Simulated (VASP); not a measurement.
Set up this calculation in VASP 6.6.1, as the native input.

```
Task                   : relaxation of cell and atoms
Functional             : PBEsol
Potentials or basis    : VASP PAW PBE potentials, release 64 (Mo_sv, Se)
Cutoff                 : 600 eV
k mesh                 : 9 × 9 × 2
Occupations            : gaussian, width 0.03 eV
Spin                   : no spin polarisation
Further INCAR settings : ALGO = Normal; EDIFF = 1e-07; IBRION = 2; EDIFFG = -0.005; NSW = 90; ISIF = 3
```

The structure of MoSe2 lies in POSCAR:

```
MoSe2                                   
1.0
    3.2716479420     -0.0000000000      0.0000000000
   -1.6358239710      2.8333302299     -0.0000000000
   -0.0000000000     -0.0000000000     13.1641254949
  Mo              Se            
     2     4
Direct
     0.3333333332999970    0.6666666667000030    0.2500000000000000
     0.6666666667000030    0.3333333332999970    0.7500000000000000
     0.3333333332999970    0.6666666667000030    0.6234345224521666
     0.6666666667000030    0.3333333332999970    0.1234345224521665
     0.3333333332999970    0.6666666667000030    0.8765654775478334
     0.6666666667000030    0.3333333332999970    0.3765654775478335
```

These files were run (other wordings do the same):

INCAR

```
PREC = Accurate ; ENCUT = 600
EDIFF = 1E-7 ; ISMEAR = 0
SIGMA = 0.03 ; LREAL = False
LASPH = True ; NELM = 80
ALGO = Normal ; ISIF = 3
LWAVE = False ; LCHARG = False
GGA = PS ; IBRION = 2
NSW = 90 ; EDIFFG = -0.005
KPAR = 2
```

KPOINTS

```
Automatic mesh
0
Gamma
  9 9 2
```

Potentials or basis: VASP PAW PBE potentials, release 64 (Mo_sv, Se).

Run with:

```bash
$ cat potpaw_PBE.64/Mo_sv/POTCAR potpaw_PBE.64/Se/POTCAR > POTCAR
$ mpirun -np 2 vasp_std > vasp.out
```

Results of the run:

```json
{"Relaxed volume": "20.29 Å³/atom", "Relaxed cell": "a = 3.271 Å, b = 3.271 Å, c = 13.140 Å, α = 90.00°, β = 90.00°, γ = 120.00°", "Space group after relaxing (to 0.05 Å)": "P6_3/mmc (No. 194)", "Energy gained by relaxing": "0.0 meV/atom", "Ionic steps": "7", "Pressure after relaxing": "0.0 GPa", "Largest force after relaxing": "0.003 eV/Å", "Band gap on the k mesh": "0.99 eV, indirect (least direct gap 1.49 eV)"}
```

Caveat: the PAW data sets were made with another functional, which shifts forces and pressure a little; an odd mesh through Γ misses points on the zone boundary, where band edges often lie; this functional lacks dispersion, which binds the layers, so the pressure and a relaxed spacing across them are unreliable.

It took 7.8 min on 2 MPI ranks on Intel(R) Xeon(R) Platinum 8259CL CPU @ 2.50GHz (Skylake/Cascade Lake), on a shared host, peak memory 0.33 GiB a rank.
